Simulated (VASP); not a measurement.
# MoS2 in VASP: relaxation of the atoms with PBE+D3(BJ)

Aim: the relaxation of the atoms of MoS2 with PBE+D3(BJ).

Program: VASP 6.6.1. These are calculated values, not measurements. Logs are shortened: lines on timing, memory, paths and dates and some standing lists are left out, and cuts for length are marked.

## 1. The sheet as given

The cell holds a sheet with vacuum, 9 atoms: a = 3.160 Å, b = 3.160 Å, c = 33.424 Å, α = 90.00°, β = 90.00°, γ = 120.00°.

The cell was built by a generator and needn't be a form met in nature.

## 2. Relaxation of the atoms, PBE+D3(BJ)

File INCAR:

```
SYSTEM = MoS2
PREC = Accurate
ENCUT = 520
EDIFF = 1E-6
ISMEAR = -1
SIGMA = 0.05
LREAL = .FALSE.
LASPH = .TRUE.
NELM = 80
ALGO = Normal
ISIF = 2
LWAVE = .FALSE.
LCHARG = .FALSE.
GGA = PE
IVDW = 12
IBRION = 2
NSW = 60
EDIFFG = -0.01
```

File KPOINTS:

```
Automatic mesh
0
G
  8 8 1
  0 0 0
```

File POSCAR:

```
MoS2
1.0
    3.1600000000      0.0000000000      0.0000000000
   -1.5800000000      2.7366402760      0.0000000000
    0.0000000000      0.0000000000     33.4240000000
S Mo
6 3
Direct
    0.6666666667      0.3333333333      0.2692675921
    0.6666666667      0.3333333333      0.3629128770
    0.3333333333      0.6666666667      0.4531773576
    0.3333333333      0.6666666667      0.5468226424
    0.6666666667      0.3333333333      0.6370871230
    0.6666666667      0.3333333333      0.7307324079
    0.3333333333      0.6666666667      0.3160902346
    0.6666666667      0.3333333333      0.5000000000
    0.3333333333      0.6666666667      0.6839097654
```

Potentials or basis: VASP PAW PBE potentials, release 64 (S, Mo_sv).

Launch:

```
$ cat potpaw_PBE.64/S/POTCAR potpaw_PBE.64/Mo_sv/POTCAR > POTCAR
$ mpirun -np 1 vasp_std > vasp.out
```

OUTCAR:

```text
SYSTEM = MoS2
   PREC = Accurate
   ENCUT = 520
   EDIFF = 1E-6
   ISMEAR = -1
   LREAL = .FALSE.
   LASPH = .TRUE.
   NELM = 80
   ISIF = 2
   GGA = PE
   IVDW = 12
   IBRION = 2
   NSW = 60
   EDIFFG = -0.01
 IVDW          = 12

 ion  position               nearest neighbor table
   1  0.667  0.333  0.269-   7 2.40   7 2.40   7 2.40
   2  0.667  0.333  0.363-   7 2.40   7 2.40   7 2.40
   3  0.333  0.667  0.453-   8 2.40   8 2.40   8 2.40
   4  0.333  0.667  0.547-   8 2.40   8 2.40   8 2.40
   5  0.667  0.333  0.637-   9 2.40   9 2.40   9 2.40
   6  0.667  0.333  0.731-   9 2.40   9 2.40   9 2.40
   7  0.333  0.667  0.316-   2 2.40   2 2.40   2 2.40   1 2.40   1 2.40   1 2.40
   8  0.667  0.333  0.500-   3 2.40   4 2.40   3 2.40   4 2.40   3 2.40   4 2.40
   9  0.333  0.667  0.684-   5 2.40   5 2.40   5 2.40   6 2.40   6 2.40   6 2.40

  LATTYP: Found a hexagonal cell.
 ALAT       =     3.1600000000
 C/A-ratio  =    10.5772151899

  Lattice vectors:

 A1 = (   3.1600000000,   0.0000000000,   0.0000000000)
 A2 = (  -1.5800000000,   2.7366402760,   0.0000000000)
 A3 = (   0.0000000000,   0.0000000000,  33.4240000000)

Analysis of symmetry for initial positions (statically):
=====================================================================
 Subroutine PRICEL returns:
 Original cell was already a primitive cell.

 Routine SETGRP: Setting up the symmetry group for a
 hexagonal supercell.

 Subroutine GETGRP returns: Found 12 space group operations
 (whereof 12 operations were pure point group operations)
 out of a pool of 24 trial point group operations.

The static configuration has the point symmetry D_3h.

Analysis of symmetry for dynamics (positions and initial velocities):
=====================================================================
 Subroutine PRICEL returns:
 Original cell was already a primitive cell.

 Routine SETGRP: Setting up the symmetry group for a
 hexagonal supercell.

 Subroutine GETGRP returns: Found 12 space group operations
 (whereof 12 operations were pure point group operations)
 out of a pool of 24 trial point group operations.

The dynamic configuration has the point symmetry D_3h.

 Subroutine INISYM returns: Found 12 space group operations
 (whereof 12 operations are pure point group operations),
 and found     1 'primitive' translations

----------------------------------------------------------------------------------------

                                     Primitive cell

  volume of cell :     289.0435

  direct lattice vectors                    reciprocal lattice vectors
     3.160000000  0.000000000  0.000000000     0.316455696  0.182705781  0.000000000
    -1.580000000  2.736640276  0.000000000     0.000000000  0.365411563  0.000000000
     0.000000000  0.000000000 33.424000000     0.000000000  0.000000000  0.029918621

  length of vectors
     3.160000000  3.160000000 33.424000000     0.365411563  0.365411563  0.029918621

  position of ions in fractional coordinates (direct lattice)
     0.666666667  0.333333333  0.269267592
     0.666666667  0.333333333  0.362912877
     0.333333333  0.666666667  0.453177358
     0.333333333  0.666666667  0.546822642
     0.666666667  0.333333333  0.637087123
     0.666666667  0.333333333  0.730732408
     0.333333333  0.666666667  0.316090235
     0.666666667  0.333333333  0.500000000
     0.333333333  0.666666667  0.683909765

  ion indices of the primitive-cell ions
   primitive index   ion index
                 1           1
                 2           2
                 3           3
                 4           4
                 5           5
                 6           6
                 7           7
                 8           8
                 9           9

----------------------------------------------------------------------------------------

 KPOINTS: Automatic mesh

Automatic generation of k-mesh.
 Grid dimensions read from file:
 generate k-points for:    8    8    1

 Generating k-lattice:

  Cartesian coordinates                     Fractional coordinates (reciprocal lattice)
     0.039556962  0.022838223  0.000000000     0.125000000  0.000000000  0.000000000
     0.000000000  0.045676445  0.000000000     0.000000000  0.125000000  0.000000000
     0.000000000  0.000000000  0.029918621     0.000000000  0.000000000  1.000000000

  Length of vectors
     0.045676445  0.045676445  0.029918621

  Shift w.r.t. Gamma in fractional coordinates (k-lattice)
     0.000000000  0.000000000  0.000000000

 Subroutine IBZKPT returns following result:
 ===========================================

 Found     10 irreducible k-points:

 Following reciprocal coordinates:
            Coordinates               Weight
  0.000000  0.000000  0.000000      1.000000
  0.125000  0.000000  0.000000      6.000000
  0.250000  0.000000  0.000000      6.000000
  0.375000 -0.000000  0.000000      6.000000
  0.500000  0.000000  0.000000      3.000000
  0.125000  0.125000  0.000000      6.000000
  0.250000  0.125000  0.000000     12.000000
  0.375000  0.125000  0.000000     12.000000
  0.250000  0.250000  0.000000      6.000000
  0.375000  0.250000  0.000000      6.000000
   k-points           NKPTS =     10   k-points in BZ     NKDIM =     10   number of bands    NBANDS=     46
   number of dos      NEDOS =    301   number of ions     NIONS =      9
   total plane-waves  NPLWV = 144000
   dimension x,y,z NGX =    24 NGY =   24 NGZ =  250
   dimension x,y,z NGXF=    48 NGYF=   48 NGZF=  500
   ions per type =               6   3
   NGX,Y,Z   is equivalent  to a cutoff of  12.63, 12.63, 12.43 a.u.
   NGXF,Y,Z  is equivalent  to a cutoff of  25.25, 25.25, 24.87 a.u.
 SYSTEM =  MoS2
   PREC   = accura    normal or accurate (medium, high low for compatibility)
   ISTART =      0    job   : 0-new  1-cont  2-samecut
   ICHARG =      2    charge: 1-file 2-atom 10-const
   ISPIN  =      1    spin polarized calculation?
   LNONCOLLINEAR =      F non collinear calculations
   LSORBIT =      F    spin-orbit coupling
   LASPH  =      T    aspherical Exc in radial PAW
   ENCUT  =  520.0 eV  38.22 Ry    6.18 a.u.   5.88  5.88 62.15*2*pi/ulx,y,z
   NELM   =     80;   NELMIN=  2; NELMDL= -5     # of ELM steps
   EDIFF  = 0.1E-05   stopping-criterion for ELM
   LREAL  =      F    real-space projection
   EDIFFG = -.1E-01   stopping-criterion for IOM
   NSW    =     60    number of steps for IOM
   IBRION =      2    ionic relax: 0-MD 1-quasi-New 2-CG
   NFREE  =      1    steps in history (QN), initial steepest desc. (CG)
   ISIF   =      2    stress and relaxation
   ISYM   =      2    0-nonsym 1-usesym 2-fastsym
   POTIM  = 0.5000    time-step for ionic-motion
   TEBEG  =    0.0;   TEEND  =   0.0 temperature during run
   PSTRESS=    0.0 pullay stress
   NELECT =      78.0000    total number of electrons
   NUPDOWN=      -1.0000    fix difference up-down
   EMIN   =  10.00;   EMAX   =-10.00  energy-range for DOS
   EFERMI =   0.00;   METHOD = LEGACY
   ISMEAR =    -1;   SIGMA  =   0.05  broadening in eV -4-tet -1-fermi 0-gaus
   EFERMI_NEDOS =   21; number of points for ismear=-14 and -15
   IALGO  =     38    algorithm
   IMIX   =      4    mixing-type and parameters
     AMIX     =   0.40;   BMIX     =  1.00
     AMIX_MAG =   1.60;   BMIX_MAG =  1.00
  volume/ion in A,a.u.               =      32.12       216.73
  Fermi-wavevector in a.u.,A,eV,Ry     =   1.057918  1.999175 15.227508  1.119190
  Thomas-Fermi vector in A             =   2.193208
   LORBIT       =      0    0 simple, 1 ext, 2 COOP (PROOUT), +10 PAW based schemes
   GGA     = PE    functional components
   LHFCALC =     F    Hartree Fock is set to
   AEXX    =    0.0000 exact exchange contribution
   IVDW    =    12    specifies the selected vdW correction
   LEPSILON=     F    determine dielectric tensor
   LRPA    =     F    only Hartree local field effects (RPA)
 conjugate gradient relaxation of ions
 non-spin polarized calculation
  energy-cutoff  :      520.00
  volume of cell :      289.04
 maximum number of plane-waves:      7816
 NGX is ok and might be reduce to    24
   NGX = 11   NGY = 11   NGZ =125

--------------------------------------- Ionic step        1  -------------------------------------------

 number of electron      78.0000005 magnetization

 Free energy of the ion-electron system (eV)
  ---------------------------------------------------
  ext. energy  EPLUGINS =         0.00000000
  ---------------------------------------------------
  free energy    TOTEN  =       -65.44643929 eV

  energy without entropy =      -65.44643830  energy(sigma->0) =      -65.44643879

------------------------ aborting loop because EDIFF is reached ----------------------------------------

 Edisp (eV)   -3.50264

 E8    (eV) :    -1.4453

  FORCE on cell =-STRESS in cart. coord.  units (eV):
  Direction    XX          YY          ZZ          XY          YZ          ZX
  --------------------------------------------------------------------------------------
  -------------------------------------------------------------------------------------
  Total      -0.99676    -0.99676    -0.77095     0.00000     0.00000     0.00000
  in kB      -5.52507    -5.52507    -4.27342     0.00000     0.00000     0.00000
  external pressure =       -5.11 kB  Pullay stress =        0.00 kB
[... 118 lines left out ...]
  FREE ENERGIE OF THE ION-ELECTRON SYSTEM (eV)
  ---------------------------------------------------
  free  energy   TOTEN  =       -68.9491758708 eV

  energy  without entropy=      -68.9491748627  energy(sigma->0) =      -68.94917537

[... ionic steps 4 to 14 ...]

--------------------------------------- Ionic step       15  -------------------------------------------

 number of electron      77.9999996 magnetization

------------------------ aborting loop because EDIFF is reached ----------------------------------------

 Edisp (eV)   -3.54498

 E8    (eV) :    -1.4626
[... 83 lines left out ...]
  energy  without entropy=      -68.9535956080  energy(sigma->0) =      -68.95359673

--------------------------------------- Ionic step       17  -------------------------------------------

 number of electron      77.9999996 magnetization

 Free energy of the ion-electron system (eV)
  ---------------------------------------------------
  ext. energy  EPLUGINS =         0.00000000
  ---------------------------------------------------
  free energy    TOTEN  =       -65.40862723 eV

  energy without entropy =      -65.40862504  energy(sigma->0) =      -65.40862613

 E-fermi :   2.2949     XC(G=0):  -6.2772

 val. band max:        1.8067598607   @ k =   0.0000   0.0000   0.0000
 cond. band min:       2.9109493233   @ k =   0.2500   0.1250   0.0000
 fundamental gap:      1.1041894626
 Fermi energy:         2.2949258852

 k-point     1 :       0.0000    0.0000    0.0000
  band No.  band energies     occupation
      1     -59.6625      2.00000
      2     -59.6601      2.00000
      3     -59.6601      2.00000
      4     -33.8190      2.00000
      5     -33.8164      2.00000
      6     -33.8164      2.00000
[... 519 lines left out ...]
  FREE ENERGIE OF THE ION-ELECTRON SYSTEM (eV)
  ---------------------------------------------------
  free  energy   TOTEN  =       -68.9537639886 eV

  energy  without entropy=      -68.9537617932  energy(sigma->0) =      -68.95376289

 reached required accuracy - stopping structural energy minimisation
```

It took 15 min on 1 thread of Intel Xeon Platinum 8488C (Sapphire Rapids), shared host; peak memory 0.46 GiB.

What came out:

| Quantity | Value |
| --- | --- |
| Free energy | -68.9538 eV |
| Energy gained by relaxing | 0.5 meV/atom |
| Ionic steps | 17 |
| Band gap on the k mesh | 1.10 eV, indirect (least direct gap 1.98 eV) |
| Dispersion energy per atom | -0.394 eV |

Step by step:
| step | energy change (eV) | largest force (eV/Å) | pressure (GPa) |
| --- | --- | --- | --- |
| 1 | 0.0000 | 0.0325 | -0.51 |
| 2 | -0.0001 | 0.0265 | -0.47 |
| 3 | -0.0001 | 0.0270 | -0.47 |
| 4 | -0.0002 | 0.0250 | -0.45 |
| 5 | -0.0003 | 0.0347 | -0.41 |
| 6 | -0.0003 | 0.0350 | -0.40 |
| 7 | -0.0005 | 0.0332 | -0.40 |
| 8 | -0.0008 | 0.0327 | -0.39 |
| 9 | -0.0014 | 0.0350 | -0.38 |
| 10 | -0.0024 | 0.0386 | -0.35 |
| 11 | -0.0039 | 0.0450 | -0.29 |
| 12 | -0.0040 | 0.0551 | -0.18 |
| 13 | -0.0044 | 0.0505 | -0.23 |
| 14 | -0.0039 | 0.1160 | -0.43 |
| 15 | -0.0047 | 0.0230 | -0.31 |
| 16 | -0.0045 | 0.0570 | -0.38 |
| 17 | -0.0047 | 0.0008 | -0.33 |

Final structure:
```
CELL_PARAMETERS angstrom
3.16000 0.00000 0.00000
-1.58000 2.73664 0.00000
0.00000 0.00000 33.42400
ATOMIC_POSITIONS crystal
S 0.66667 0.33333 0.27226
S 0.66667 0.33333 0.36580
S 0.33333 0.66667 0.45327
S 0.33333 0.66667 0.54673
S 0.66667 0.33333 0.63420
S 0.66667 0.33333 0.72774
Mo 0.33333 0.66667 0.31905
Mo 0.66667 0.33333 0.50000
Mo 0.33333 0.66667 0.68095
```

PBE gaps usually lie below the measured ones, often by a third to a half.
